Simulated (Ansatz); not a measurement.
**BN: how settings move the results**

The task here is to estimate one member of a computed series from the others.

Computed with Ansatz 0.2.0 (DFT PBE, scalar-relativistic, plane waves, PAW, unless a step's input says otherwise).

## The system as given

Symmetry: Fmm2, No. 42, orthorhombic system. Conventional cell: a = 2.503 Å, b = 6.991 Å, c = 4.332 Å, α = 90.00°, β = 90.00°, γ = 90.00°. Around B (site symmetry mm2) lie 3 N at 1.44 Å. N (site symmetry mm2) has 3 B at 1.44 Å as nearest neighbours.

Coordinates:

```cif
data_structure
_symmetry_space_group_name_H-M 'P 1'
_symmetry_Int_Tables_number 1
_cell_length_a 4.1121
_cell_length_b 2.5017
_cell_length_c 3.7127
_cell_angle_alpha 80.290
_cell_angle_beta 36.846
_cell_angle_gamma 62.865
_cell_volume 18.95
loop_
_atom_site_label
_atom_site_type_symbol
_atom_site_fract_x
_atom_site_fract_y
_atom_site_fract_z
_atom_site_occupancy
B1 B 0.00005 0.00005 0.99995 1
N1 N 0.66665 0.66665 0.33335 1
```

Source of the structure: the Materials Project (structure only). It is taken as it stands there.

The first run:

input.yaml

```yaml
crystal:
  lattice:
    - [0.0, 3.49531583, 2.16609124]
    - [1.2516321, 0.0, 2.16609124]
    - [1.2516321, 3.49531583, 0.0]
  atoms:
    - { symbol: B, position: [4.865e-05, 4.865e-05, 0.99995135] }
    - { symbol: "N", position: [0.66665134, 0.66665134, 0.33334866] }
basis:
  ecutwfc: 420
kpoints:
  mp_grid: { grid: [8, 8, 8] }
hamiltonian:
  xc: pbe
scf:
  occupations: { method: gaussian, width: 0.1 }
output:
  forces: true
  stress: true
  eigenvalues: true
```

Started as:

```sh
$ ansatz run input.yaml --threads 1 --pin off --max-ram 2560MiB --backend cpu --events-out ev --progress --plain --runs-dir out
```

Among the steps run: Quick check of gap, pressure and forces; The base run, for reference; Plane-wave cutoff set to 150 eV; Plane-wave cutoff set to 200 eV; Plane-wave cutoff: 250 eV; Plane-wave cutoff: 300 eV; Plane-wave cutoff: 350 eV; Plane-wave cutoff set to 380 eV; Plane-wave cutoff set to 460 eV; Plane-wave cutoff: 520 eV; Plane-wave cutoff: 600 eV; Plane-wave cutoff set to 700 eV; Plane-wave cutoff set to 850 eV.

One of the session's tables, all rows but one given; the rest of the session is left out.

```
cutoff (eV)  ΔE (meV/atom)  pressure (GPa)  largest change of a force component (eV/Å)  gap on the mesh (eV)
        150           5741            0.00                                       0.005                 2.893
        200           2195           12.43                                       0.014                 3.781
        250            626           10.34                                       0.006                 3.813
        300            155            4.46                                       0.001                 3.846
        350           35.1            3.22                                       0.001                 3.854
        380           13.6            3.18                                       0.000                 3.850
        420           3.52            3.23                                       0.000                 3.853
        460           1.06            3.26                                       0.000                 3.853
        520           0.64            3.26                                       0.000                 3.852
        600              ?               ?                                           ?                     ?
        700           0.11            3.24                                       0.000                 3.852
        850           0.00            3.24                                       0.000                 3.852
```

Q: Estimate the row for cutoff (eV) = 600 from the others.

Worked estimate for «ΔE (meV/atom)». A straight line through the neighbours (520, 0.64) and (700, 0.11) gives 0.64 + (0.11 − 0.64) × (600 − 520) / (700 − 520) = 0.40; a parabola fitted to 4 rows on both sides gives 0.35.

**Answer.** ΔE (meV/atom): 0.39; pressure (GPa): 3.25; largest change of a force component (eV/Å): 0.000; gap on the mesh (eV): 3.852. In «ΔE (meV/atom)» the line misses by +0.01 and the parabola by -0.04.

Caveats from the session: The settings are coarse, so take the values as rough. Warnings in the runs' records: cutoff below recommended.
